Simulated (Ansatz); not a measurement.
Crystal: MnO.

```
CELL_PARAMETERS angstrom
0.00000 2.22391 2.22391
2.22391 0.00000 2.22391
2.22391 2.22391 0.00000
ATOMIC_POSITIONS crystal
Mn 0.00000 0.00000 0.00000
O 0.50000 0.50000 0.50000
```

The cell is a database's computed one.

Below is the output of Ansatz 0.2.0 for this cell. Logs are shortened: lines on timing, memory, paths and dates and some standing lists are left out, and cuts for length are marked.

```text
Warning: RAYON_NUM_THREADS=2 ignored (pool sized by the plan → 2); use --threads N
LAPW: plane waves up to 9.225 Å⁻¹, error target 1.0e-3 eV per atom; small_component_spin mean_spin; O in spheres of 1.017 Å, 8 of its electrons in bands, Dirac shells []; Mn in spheres of 1.207 Å, 15 of its electrons in bands, Dirac shells [] (how accurate: hamiltonian.pseudopotentials.lapw.basis_error, Limitations)
Engine: ansatz 0.2.0, x86_64-unknown-linux-gnu
Pseudopotentials: kind: all_electron
Pseudopotential: Mn, LAPW, valence charge 15, lapw/all_electron/scalar/gaussian/Mn, Koelling and Harmon's equation, gaussian nucleus
Pseudopotential: O, LAPW, valence charge 8, lapw/all_electron/scalar/gaussian/O, Koelling and Harmon's equation, gaussian nucleus
Functional definition: PBE
  parameter kappa = 0.804
  parameter beta = 0.06672455060314922
  exchange = pbe_x(kappa = kappa, mu = beta*pi^2/3)
  correlation = pbe_c(beta = beta)
Crystal: 2 atoms, lattice volume = 21.998 Å³
Basis set: ecut = 324.208456181725 eV, 283 PW (Γ), exchange–correlation at level 2
Bands: 18, of which v1, the nominal top of the filled ones, is band 12 counted from 1 (11 counted from 0)
Symmetry: 48 space group operations
Space group: Fm-3m (ITA 225), of the structure as read, at distance tolerance 2.8e-5 Å
Magnetic group: BNS 225.116 (UNI 1618), of the structure as read, at distance tolerance 2.8e-5 Å
k-points: 47 of 1000
Non-local potential: Mn, projectors of the file, none
Non-local potential: O, projectors of the file, none
Initial density: superposition of atomic densities (chi_scale 0.1, normalization cell, long waves kept (reshape's long-wave potential 0.00 eV rms))
Starting moments: Σ|m| = 4 μB on 1 of 2 sites
Initial wavefunctions: plane waves of lowest kinetic energy (no species holds an atomic orbital)
Functional: x = pbe(κ = 0.804, μ = 0.2195149727645171), c = pbe(β = 0.06672455060314922)
iter 1 solved again at ethr=8.51e-3 eV; its pass at ethr=1.00e-1 eV (dr2=1.96e0 eV) is discarded
SCF iter   1: F=—  HF=-33577.540690 eV  |F-HF|=—  |Δ(HF+E_count)|=         —  Δρ=5.83e-2 (↑5.08e-2 ↓5.83e-2)  dr2=1.96e0  dr2_m=2.25e-1  M=4.966 μB ∫|m|=4.966 μB  β_m=0.30  ethr=8.51e-3  ⟨swp⟩=2.0  Hψ=10937  notcnv=0
Mixer restart at iter 1: flushing history
[... 11 lines left out ...]
SCF iter   9: F=—  HF=-33576.425352 eV  |F-HF|=—  |Δ(HF+E_count)|=   4.60e-6  Δρ=1.39e-5 (↑1.39e-5 ↓4.35e-6)  dr2=5.54e-8  dr2_m=1.09e-8  M=4.793 μB ∫|m|=4.793 μB  β_m=0.63  ethr=6.10e-9  ⟨swp⟩=3.0  Hψ=4773  notcnv=0
SCF iter  10: F=-33576.425352 eV  HF=-33576.425352 eV  |F-HF|=3.13e-10  |Δ(HF+E_count)|=   2.40e-8  Δρ=7.74e-7 (↑7.74e-7 ↓5.99e-7)  dr2=8.93e-11  dr2_m=6.30e-11  M=4.793 μB ∫|m|=4.793 μB  ethr=2.41e-10  ⟨swp⟩=2.5  Hψ=4589  notcnv=0
SCF 1 converged in 10 iterations: F = -33576.425352 eV  dr2 = 8.93e-11
NSCF: frozen V_eff on 85 k-points
SCF converged after 10 iterations
Magnetization: 4.7926 μB (13.8963 up, 9.1037 down)
Absolute magnetization: 4.7928 μB (∫|ρ↑−ρ↓|)
Spin contamination: 0.0104 ħ² per cell (⟨S²⟩ above its minimum at these occupations)
Per-site moments (μB) at R_I (Å): [(4.338649609359063, 1.206527598040317), (0.23596866634270963, 1.0173800716208758)]
Free energy (F): -33576.425352 eV
Harris-Foulkes:  -33576.425352 eV  (|F-HF|=3.13e-10)
Internal energy: -33576.418198 eV  (E = F + TS)
E sigma→0 (E₀):  -33576.421775 eV
Entropy (-TS):   -0.007154 eV (-3.577 meV/atom)
Fermi energy:    13.586513 eV
--- Per-component energies (eV) ---
  E_band       = -1230.523728
  E_kinetic    = 33973.585265
  E_xc         = -1659.164111
  E_electrostatic = -65890.839352  (all electrons and nuclei)
  E_smearing   = -0.007154  (= −TS)
  E_closure    = 0.000000  (closes the sum)
  E_atoms      = -33559.639824  (free atoms, spherical and without spin; not in F)
  Σ components = -33576.425352   (vs F -33576.425352, Δ=0.00e0)
  Basis errors (estimates in eV, not in F): energy 3.9e-4 per atom: plane waves 3.6e-4 (1.9e-4 summed), levels above the bands 1.9e-119, relativity 2.6e-8, radial functions 3.4e-5, core shells 4.4e-8; eigenvalues (radial functions only) 6.3e-5; not estimated: angular momenta, meshes, grids; target (lapw.basis_error) 1.0e-3; muffin-tin radii O 1.017 Å, Mn 1.207 Å
--- Forces (eV/Å), atoms counted from 1 ---
  atom   1  Mn     0.00000000    -0.00000000     0.00000000
  atom   2  O      0.00000000    -0.00000000    -0.00000000
  max |Σ_I F_I| component: 1.56e-30 eV/Å
--- Stress (GPa, compression-positive) ---
        0.068587       0.000000       0.000000
        0.000000       0.068587      -0.000000
        0.000000      -0.000000       0.068587
  P = ⅓ Tr σ = 0.0686 GPa (0.686 kbar)
--- Band table (eV; the first three rows and the last of 94) ---
  k-point 0 ↑: bands = ["-493.5808", "-68.0147", "-36.7548", "-36.7548", "-36.7548", "-6.6882", "9.8230", "9.8230", "9.8230", "10.3732", "10.3732", "10.3732", "10.9035", "10.9035", "13.0323", "27.5146", "29.7845", "29.7845"]
  k-point 1 ↑: bands = ["-493.5808", "-68.0141", "-36.7609", "-36.7556", "-36.7556", "-6.6036", "8.9531", "9.2861", "9.2861", "10.4900", "10.4900", "10.6279", "11.4477", "11.4477", "13.7301", "26.3912", "29.4401", "29.4401"]
  k-point 2 ↑: bands = ["-493.5808", "-68.0125", "-36.7768", "-36.7576", "-36.7576", "-6.3741", "7.6248", "8.5595", "8.5595", "10.6999", "10.6999", "10.8849", "12.3002", "12.3002", "15.0422", "24.4067", "28.2507", "28.2507"]
  k-point 46 ↓: bands = ["-493.3766", "-63.2278", "-32.1213", "-32.1081", "-32.0945", "-5.2425", "7.6214", "8.1885", "8.4274", "14.3657", "15.3158", "15.7453", "16.0244", "16.4561", "22.1376", "22.8404", "23.7063", "26.3998"]
```

**Question.** Write the input and the command behind it.

**Answer.** Band structure with PBE, collinear spin, ferromagnetic start. The files as run (others can give the same):

input.yaml
```yaml
crystal:
  lattice:
    - [0.0, 2.2239077028, 2.2239077028]
    - [2.2239077028, 0.0, 2.2239077028]
    - [2.2239077028, 2.2239077028, 0.0]
  atoms:
    - { symbol: Mn, position: [0.0, 0.0, 0.0], spin: 4.0 }
    - { symbol: O, position: [0.5, 0.5, 0.5] }
kpoints:
  mp_grid: { grid: [10, 10, 10] }
  band_path:
    path:
      - [0.0, 0.0, 0.0]
      - [0.5, 0.0, 0.5]
      - [0.5, 0.25, 0.75]
      - [0.375, 0.375, 0.75]
      - [0.0, 0.0, 0.0]
      - [0.5, 0.5, 0.5]
      - [0.625, 0.25, 0.625]
      - [0.5, 0.25, 0.75]
    npoints: 12
scf:
  occupations: { method: fermi_dirac, width: 0.05 }
hamiltonian:
  xc: pbe
  pseudopotentials: { kind: all_electron, lapw: { basis_error: 0.001 } }
magnetization:
  spin_polarized: true
output:
  forces: true
  stress: true
  eigenvalues: true
```

Potentials or basis: all-electron LAPW, scalar-relativistic.
Run with:
```bash
$ ansatz run input.yaml --threads 2 --pin off --max-ram 6144MiB --backend cpu --events-out ev --progress --plain --runs-dir out
```

Caveat: a cell with one magnetic atom can't hold antiferromagnetic order, which such compounds often take; semilocal functionals often make such compounds metallic where correlation or magnetic order opens a gap, which also shifts bond lengths.
